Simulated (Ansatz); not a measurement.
# C (Carbon): the cost of one run

Program: Ansatz 0.2.0 through its Python package. Level of theory: DFT PBEsol, plane waves, PAW. These are calculated values, not measurements.

A COD entry behind a cell of this session may itself be a prediction, so a difference from it is no test against experiment.

### Step 1. Starting point

Symmetry: P6_3/mmc, No. 194, hexagonal system. Conventional cell: a = 2.522 Å, b = 2.522 Å, c = 4.119 Å, α = 90.00°, β = 90.00°, γ = 120.00°. C (site symmetry 3m) has 4 C at 1.54 Å as nearest neighbours.

No structure file is read: the coordinates are typed or built in the script.

### Step 2. The script

Contents of run_vcrelax.py:

```python
"""Variable-cell relaxation of C."""

import logging
import sys

import ansatz
from ase import Atoms
from ase.data import atomic_numbers
from ase.io import write
import matplotlib.pyplot as plt
import numpy as np
import spglib

logging.basicConfig(stream=sys.stdout, format="%(name)s: %(message)s")
logger = logging.getLogger("run")
logger.setLevel(logging.INFO)

def edges_and_angles(cell):
    cell = np.asarray(cell)
    a, b, c = np.linalg.norm(cell, axis=1)
    cosines = cell[1] @ cell[2] / (b * c), cell[0] @ cell[2] / (a * c), cell[0] @ cell[1] / (a * b)
    return (a, b, c, *np.degrees(np.arccos(cosines)))


def main() -> None:
    atoms = Atoms(
        ["C", "C", "C", "C"],
        scaled_positions=[
            [1 / 3, 2 / 3, 0.0625],
            [2 / 3, 1 / 3, 0.5625],
            [1 / 3, 2 / 3, 0.4375],
            [2 / 3, 1 / 3, 0.9375],
        ],
        cell=[
            [2.5221, 0.0, 0.0],
            [-1.26105, 2.18420267, 0.0],
            [0.0, 0.0, 4.1186],
        ],
        pbc=True,
    )
    system = ansatz.Crystal.from_ase(atoms)

    # edges free, angles fixed
    model = (
        system.calculation()
        .functional("pbesol")
        .pseudopotentials("paw")
        .kpoints(13, 13, 7)  # sampling of the Brillouin zone
        .occupations("Fermi-Dirac", width=0.1)
        .relax(force_tolerance=0.005, max_steps=60, fix_cell=["angles"], stress_tolerance=0.01)  # relax until the tolerances are met
    )
    steps = []


    def collect(event):
        if event["event"] == "relax_step":
            steps.append(event["data"])


    outcome = model.session().plan().execute(on_event=collect)
    summary = outcome.report
    for s in steps:
        flag = "" if s["accepted"] else "  (rejected)"
        logger.info("step %2d  E = %.5f eV  largest force component = %.4f eV/A%s" % (s["step"], s["lagrangian_ev"], s["allowed_force_max_ev_ang"], flag))

    first, last = steps[0], steps[-1]
    symbols = [site.symbol for site in outcome.lattice.sites]
    logger.info(f"energy gained {first['lagrangian_ev'] - last['lagrangian_ev']:.4f} eV in {len(steps) - 1} steps")
    for label, vectors in (("before", first["cell_ang"]), ("after", outcome.lattice.cell_ang)):
        print(label, "a b c (A) {:.4f} {:.4f} {:.4f}  angles {:.2f} {:.2f} {:.2f}".format(*edges_and_angles(vectors)), f" V = {abs(np.linalg.det(vectors)):.3f} A^3")
    print("final stress xx yy zz (GPa, compression positive):", np.round(np.diag(summary["stress_gpa"]), 3) + 0.0)

    fig, (top, bottom) = plt.subplots(2, 1, sharex=True, figsize=(4.5, 4))
    top.plot([s["lagrangian_ev"] - last["lagrangian_ev"] for s in steps], "o-")
    top.set_ylabel("E - E(final) (eV)")
    bottom.semilogy([max(s["allowed_force_max_ev_ang"], 1e-6) for s in steps], "s-")
    bottom.set(xlabel="step", ylabel="largest force (eV/A)")
    fig.tight_layout()
    fig.savefig("relax.png", dpi=100)

    relaxed = Atoms(symbols, positions=[site.position_ang for site in outcome.lattice.sites], cell=outcome.lattice.cell_ang, pbc=True)
    write("relaxed.cif", relaxed, format="cif")

    fractions = [site.position_frac for site in outcome.lattice.sites]
    numbers = [atomic_numbers[s] for s in symbols]
    for tolerance in (1e-3, 1e-2, 1e-1):
        print(f"space group at {tolerance} A:", spglib.get_spacegroup((outcome.lattice.cell_ang, fractions, numbers), symprec=tolerance))

    n_atoms = len(summary["lattice"]["sites"])
    print("F =", round(summary["free_energy_ev"], 4), "eV for", n_atoms, "atoms")
    print("E(sigma -> 0) =", round(summary["energy_sigma0_ev"], 4), "eV, TS =", round(summary["entropy_ts_ev"], 5), "eV")
    print("closed by", summary["closed_by"], "after", summary["n_iterations"], "iterations")


if __name__ == "__main__":
    main()
```

### Step 3. Running it

On the command line:

```
python run_vcrelax.py
```

**Question.** How long does this script take on 1 thread of Arm Neoverse V1, shared host, and how much memory does it need?

About 23 s, with a peak of 0.48 GiB.
